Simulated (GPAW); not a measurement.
# Pb (Fm-3m) in GPAW: further runs

One crystal, Pb, is run at these levels: PBEsol; tasks: relaxation of cell and atoms.

All numbers are computed with GPAW 26.7.0; they aren't measurements. Logs are shortened: lines on timing, memory, paths and dates and some standing lists are left out, and cuts for length are marked. The log counts tension as positive stress, the text compression.

### Step 1. The crystal as given

The structure is cubic, space group Fm-3m (No. 225). The conventional cell has a = 4.950 Å, b = 4.950 Å, c = 4.950 Å, α = 90.00°, β = 90.00°, γ = 90.00°. Around Pb (site symmetry m-3m) lie 12 Pb at 3.50 Å.

### Step 2. Relaxation of cell and atoms, PBEsol, target pressure 5 GPa, at which the enthalpy is minimised

run.py reads:

```python
from ase import Atoms
from ase.filters import FrechetCellFilter
from ase.io import write
from ase.optimize import BFGS
from ase.units import GPa
from gpaw import GPAW, PW, setup_paths

setup_paths.insert(0, '.')

atoms = Atoms(['Pb'],
              cell=[[0.0, 2.47502, 2.47502],
                    [2.47502, 0.0, 2.47502],
                    [2.47502, 2.47502, 0.0]],
              scaled_positions=[[0.0, 0.0, 0.0]],
              pbc=True)

calc = GPAW(mode=PW(600),
            xc='PBEsol',
            kpts={'size': (9, 9, 9), 'gamma': True},
            occupations={'name': 'fermi-dirac', 'width': 0.05},
            nbands=14,
            convergence={'density': 1e-05, 'forces': 0.0001},
            maxiter=150,
            txt='gpaw.txt')
atoms.calc = calc
opt = BFGS(FrechetCellFilter(atoms, scalar_pressure=5 * GPa), trajectory='relax.traj', logfile='-')
done = opt.run(fmax=0.02, steps=60)
calc.write('gs.gpw')
write('result.traj', atoms)
print('Converged:', done)
print('Cell:', atoms.cell.cellpar().round(4))
print('Volume:', round(atoms.get_volume(), 4))
print(atoms.get_scaled_positions().round(5))
```

Potentials or basis: PAW data sets generated in the run's folder for this functional, pw.

Started as:

```console
gpaw-setup -f PBEsol Pb
OMP_NUM_THREADS=1 python run.py
```

gpaw.txt:

```text
__  _  _
 | _ |_)|_||  |
 |__||  | ||/\| - 26.7.0

Input parameters:
  mode=PW(ecut=600.0),
  convergence={'density': 1e-05, 'forces': 0.0001},
  kpts=MonkhorstPack(size=(9, 9, 9), gamma=True),
  maxiter=150,
  nbands=14,
  occupations=Occupations(name='fermi-dirac', width=0.05),
  xc=XC(name='PBEsol')

Diagonalizing LCAO Hamiltonian
Converting LCAO to pw mode

       Pb

Atoms  # Å, Bohr magnetons
|   | symbol |        x |        y |        z |    initial magnetic moments |
|---|--------|----------|----------|----------|-----------------------------|
| 0 |     Pb | 0.000000 | 0.000000 | 0.000000 | ( 0.0000,  0.0000,  0.0000) |

Unit cell  # Å
| periodic |        x |        y |        z |  lengths |    angles |
|----------|----------|----------|----------|----------|-----------|
|      yes | 0.000000 | 2.475020 | 2.475020 | 3.500207 | 60.000000 |
|      yes | 2.475020 | 0.000000 | 2.475020 | 3.500207 | 60.000000 |
|      yes | 2.475020 | 2.475020 | 0.000000 | 3.500207 | 60.000000 |

Number of symmetries: 48
Symmetry operations  # r_c * U_cc + t_c -> r_c
|    | kind |            matrix            |
|----|------|------------------------------|
|  0 |  σ   |  1, 0, 0,  1, 0,-1,  1,-1, 0 |
|  1 |  C2  |  1, 0, 0,  1,-1, 0,  1, 0,-1 |
|  2 |  E   |  1, 0, 0,  0, 1, 0,  0, 0, 1 |
|  3 |  σ   |  1, 0, 0,  0, 0, 1,  0, 1, 0 |
|  4 |  C4  |  1, 0,-1,  1, 0, 0,  1,-1, 0 |
|  5 |  S6  |  1, 0,-1,  1,-1, 0,  1, 0, 0 |
|  6 |  σ   |  1, 0,-1,  0, 1,-1,  0, 0,-1 |
|  7 |  C3  |  1, 0,-1,  0, 0,-1,  0, 1,-1 |
|  8 |  S6  |  1,-1, 0,  1, 0, 0,  1, 0,-1 |
[... 201 lines left out ...]
Stress tensor  # eV/Ang^3
|         x |         y |         z |
|-----------|-----------|-----------|
|  0.005372 | -0.000000 | -0.000000 |
| -0.000000 |  0.005372 | -0.000000 |
| -0.000000 | -0.000000 |  0.005372 |

Forces  # eV/Ang
|        x |       y |        z |
|----------|---------|----------|
| -0.00000 | 0.00000 | -0.00000 |  # Pb   0

Interpolating wave functions to new cell

       Pb

Atoms  # Å, Bohr magnetons
|   | symbol |         x |        y |         z |    initial magnetic moments |
|---|--------|-----------|----------|-----------|-----------------------------|
| 0 |     Pb | -0.000000 | 0.000000 | -0.000000 | ( 0.0000,  0.0000,  0.0000) |

Unit cell  # Å
| periodic |        x |        y |        z |  lengths |    angles |
|----------|----------|----------|----------|----------|-----------|
|      yes | 0.000000 | 2.436112 | 2.436112 | 3.445182 | 60.000000 |
|      yes | 2.436112 | 0.000000 | 2.436112 | 3.445182 | 60.000000 |
|      yes | 2.436112 | 2.436112 | 0.000000 | 3.445182 | 60.000000 |

Number of symmetries: 48
Symmetry operations  # r_c * U_cc + t_c -> r_c
|    | kind |            matrix            |
|----|------|------------------------------|
|  0 |  σ   |  1, 0, 0,  1, 0,-1,  1,-1, 0 |
|  1 |  C2  |  1, 0, 0,  1,-1, 0,  1, 0,-1 |
|  2 |  E   |  1, 0, 0,  0, 1, 0,  0, 0, 1 |
|  3 |  σ   |  1, 0, 0,  0, 0, 1,  0, 1, 0 |
|  4 |  C4  |  1, 0,-1,  1, 0, 0,  1,-1, 0 |
|  5 |  S6  |  1, 0,-1,  1,-1, 0,  1, 0, 0 |
|  6 |  σ   |  1, 0,-1,  0, 1,-1,  0, 0,-1 |
|  7 |  C3  |  1, 0,-1,  0, 0,-1,  0, 1,-1 |
|  8 |  S6  |  1,-1, 0,  1, 0, 0,  1, 0,-1 |
[... 202 lines left out ...]
Stress tensor  # eV/Ang^3
|         x |         y |         z |
|-----------|-----------|-----------|
| -0.009945 | -0.000000 | -0.000000 |
| -0.000000 | -0.009945 | -0.000000 |
| -0.000000 | -0.000000 | -0.009945 |

Forces  # eV/Ang
|        x |       y |       z |
|----------|---------|---------|
| -0.00000 | 0.00000 | 0.00000 |  # Pb   0

Interpolating wave functions to new cell

       Pb

Atoms  # Å, Bohr magnetons
|   | symbol |         x |         y |        z |    initial magnetic moments |
|---|--------|-----------|-----------|----------|-----------------------------|
| 0 |     Pb | -0.000000 | -0.000000 | 0.000000 | ( 0.0000,  0.0000,  0.0000) |

Unit cell  # Å
| periodic |         x |        y |        z |  lengths |    angles |
|----------|-----------|----------|----------|----------|-----------|
|      yes | -0.000000 | 2.388579 | 2.388579 | 3.377961 | 60.000000 |
|      yes |  2.388579 | 0.000000 | 2.388579 | 3.377961 | 60.000000 |
|      yes |  2.388579 | 2.388579 | 0.000000 | 3.377961 | 60.000000 |

Number of symmetries: 48
Symmetry operations  # r_c * U_cc + t_c -> r_c
|    | kind |            matrix            |
|----|------|------------------------------|
|  0 |  σ   |  1, 0, 0,  1, 0,-1,  1,-1, 0 |
|  1 |  C2  |  1, 0, 0,  1,-1, 0,  1, 0,-1 |
|  2 |  E   |  1, 0, 0,  0, 1, 0,  0, 0, 1 |
|  3 |  σ   |  1, 0, 0,  0, 0, 1,  0, 1, 0 |
|  4 |  C4  |  1, 0,-1,  1, 0, 0,  1,-1, 0 |
|  5 |  S6  |  1, 0,-1,  1,-1, 0,  1, 0, 0 |
|  6 |  σ   |  1, 0,-1,  0, 1,-1,  0, 0,-1 |
|  7 |  C3  |  1, 0,-1,  0, 0,-1,  0, 1,-1 |
|  8 |  S6  |  1,-1, 0,  1, 0, 0,  1, 0,-1 |
|  9 |  C4  |  1,-1, 0,  1, 0,-1,  1, 0, 0 |
| 10 |  C3  |  1,-1, 0,  0,-1, 1,  0,-1, 0 |
| 11 |  σ   |  1,-1, 0,  0,-1, 0,  0,-1, 1 |
| 12 |  σ   |  0, 1, 0,  1, 0, 0,  0, 0, 1 |
| 13 |  C4  |  0, 1, 0,  0, 1,-1, -1, 1, 0 |
[... 197 lines left out ...]
Stress tensor  # eV/Ang^3
|         x |         y |         z |
|-----------|-----------|-----------|
| -0.034065 |  0.000000 | -0.000000 |
|  0.000000 | -0.034065 | -0.000000 |
| -0.000000 | -0.000000 | -0.034065 |

Forces  # eV/Ang
|       x |       y |        z |
|---------|---------|----------|
| 0.00000 | 0.00000 | -0.00000 |  # Pb   0

Interpolating wave functions to new cell

       Pb

Atoms  # Å, Bohr magnetons
|   | symbol |         x |         y |        z |    initial magnetic moments |
|---|--------|-----------|-----------|----------|-----------------------------|
| 0 |     Pb | -0.000000 | -0.000000 | 0.000000 | ( 0.0000,  0.0000,  0.0000) |

Unit cell  # Å
| periodic |        x |        y |        z |  lengths |    angles |
|----------|----------|----------|----------|----------|-----------|
|      yes | 0.000000 | 2.393877 | 2.393877 | 3.385453 | 60.000000 |
|      yes | 2.393877 | 0.000000 | 2.393877 | 3.385453 | 60.000000 |
|      yes | 2.393877 | 2.393877 | 0.000000 | 3.385453 | 60.000000 |

Number of symmetries: 48
Symmetry operations  # r_c * U_cc + t_c -> r_c
|    | kind |            matrix            |
|----|------|------------------------------|
|  0 |  σ   |  1, 0, 0,  1, 0,-1,  1,-1, 0 |
|  1 |  C2  |  1, 0, 0,  1,-1, 0,  1, 0,-1 |
|  2 |  E   |  1, 0, 0,  0, 1, 0,  0, 0, 1 |
|  3 |  σ   |  1, 0, 0,  0, 0, 1,  0, 1, 0 |
|  4 |  C4  |  1, 0,-1,  1, 0, 0,  1,-1, 0 |
|  5 |  S6  |  1, 0,-1,  1,-1, 0,  1, 0, 0 |
|  6 |  σ   |  1, 0,-1,  0, 1,-1,  0, 0,-1 |
|  7 |  C3  |  1, 0,-1,  0, 0,-1,  0, 1,-1 |
|  8 |  S6  |  1,-1, 0,  1, 0, 0,  1, 0,-1 |
[... 201 lines left out ...]
Stress tensor  # eV/Ang^3
|         x |         y |         z |
|-----------|-----------|-----------|
| -0.031052 | -0.000000 | -0.000000 |
| -0.000000 | -0.031052 | -0.000000 |
| -0.000000 | -0.000000 | -0.031052 |

Forces  # eV/Ang
|       x |       y |        z |
|---------|---------|----------|
| 0.00000 | 0.00000 | -0.00000 |  # Pb   0

# Writing to gs.gpw (mode='')
```

stdout:

```text
Step          Energy          fmax
BFGS:    0       -3.320786        1.109173
BFGS:    1       -3.361951        0.614790
BFGS:    2       -3.378175        0.077881
BFGS:    3       -3.378425        0.004258
Converged: True
Cell: [ 3.3855  3.3855  3.3855 60.     60.     60.    ]
Volume: 27.4369
[[0. 0. 0.]]
```

Wall time 36 s (1 thread of Intel Xeon Platinum 8259CL at 2.50GHz (Skylake/Cascade Lake), shared host); peak memory 0.16 GiB.

Results:

| Property | Result |
| --- | --- |
| Free energy | -4.2347 eV |
| Relaxed volume | 27.44 Å³/atom |
| Relaxed cell | a = 3.385 Å, b = 3.385 Å, c = 3.385 Å, α = 60.00°, β = 60.00°, γ = 60.00° |
| Space group after relaxing (to 0.05 Å) | Fm-3m (No. 225) |
| Energy change on relaxing (the enthalpy is what falls) | +32.9 meV/atom |
| Ionic steps | 4 |
| Pressure after relaxing | 5.0 GPa |
| Band gap on the k mesh | none (metal or under the smearing width) |

The path:
| step | energy change (eV) | largest force (eV/Å) | pressure (GPa) | volume (Å³) |
| --- | --- | --- | --- | --- |
| 1 | 0.0000 | 0.0000 | -0.86 | 30.32 |
| 2 | 0.0029 | 0.0000 | 1.59 | 28.91 |
| 3 | 0.0389 | 0.0000 | 5.46 | 27.26 |
| 4 | 0.0329 | 0.0000 | 4.98 | 27.44 |

Final structure:
```yaml
crystal:
  lattice:
    - [0.00000, 2.39388, 2.39388]
    - [2.39388, 0.00000, 2.39388]
    - [2.39388, 2.39388, 0.00000]
  atoms:
    - { symbol: Pb, position: [0.00000, 0.00000, 0.00000] }
```

Caveat: later steps reuse the first step's grids.

### Step 3. Relaxation of cell and atoms, PBEsol, target pressure 10 GPa, at which the enthalpy is minimised

run.py: that of step 2 with these lines changed.

```diff
@@ -25,3 +25,3 @@
 atoms.calc = calc
-opt = BFGS(FrechetCellFilter(atoms, scalar_pressure=5 * GPa), trajectory='relax.traj', logfile='-')
+opt = BFGS(FrechetCellFilter(atoms, scalar_pressure=10 * GPa), trajectory='relax.traj', logfile='-')
 done = opt.run(fmax=0.02, steps=60)
```

Potentials or basis: PAW data sets generated in the run's folder for this functional, pw.

Started as:

```console
gpaw-setup -f PBEsol Pb
OMP_NUM_THREADS=1 python run.py
```

Wall time 37 s (1 thread of Intel Xeon Platinum 8259CL at 2.50GHz (Skylake/Cascade Lake), shared host); peak memory 0.16 GiB.

It converged, with:

```yaml
Free_energy: -4.1605 eV
Relaxed_volume: 25.81 Å³/atom
Relaxed_cell: a = 3.317 Å, b = 3.317 Å, c = 3.317 Å, α = 60.00°, β = 60.00°, γ = 60.00°
Space_group_after_relaxing_to_0.05_Å: Fm-3m (No. 225)
Energy_change_on_relaxing_the_enthalpy_is_what_falls: +107.4 meV/atom
Ionic_steps: 4
Pressure_after_relaxing: 9.9 GPa
Band_gap_on_the_k_mesh: none (metal or under the smearing width)
```

Step by step:
| step | energy change (eV) | largest force (eV/Å) | pressure (GPa) | volume (Å³) |
| --- | --- | --- | --- | --- |
| 1 | 0.0000 | 0.0000 | -0.86 | 30.32 |
| 2 | 0.0235 | 0.0000 | 4.14 | 27.77 |
| 3 | 0.1294 | 0.0000 | 11.15 | 25.48 |
| 4 | 0.1074 | 0.0000 | 9.91 | 25.81 |

Final structure:
```cif
data_structure
_symmetry_space_group_name_H-M 'P 1'
_symmetry_Int_Tables_number 1
_cell_length_a 3.3174
_cell_length_b 3.3174
_cell_length_c 3.3174
_cell_angle_alpha 60.000
_cell_angle_beta 60.000
_cell_angle_gamma 60.000
_cell_volume 25.81
loop_
_atom_site_label
_atom_site_type_symbol
_atom_site_fract_x
_atom_site_fract_y
_atom_site_fract_z
_atom_site_occupancy
Pb1 Pb 0.00000 0.00000 0.00000 1
```

Levels at points of the mesh, in eV from the Fermi level:
```
           k point  band 4  band 5  band 6  band 7  band 8  band 9  band 10
(0.00, 0.00, 0.00)  -16.74  -16.74  -12.72    8.91    8.91    8.91    10.08
```

Caveat: later steps reuse the first step's grids. Spin-orbit coupling is left out, which matters for the levels of Pb.
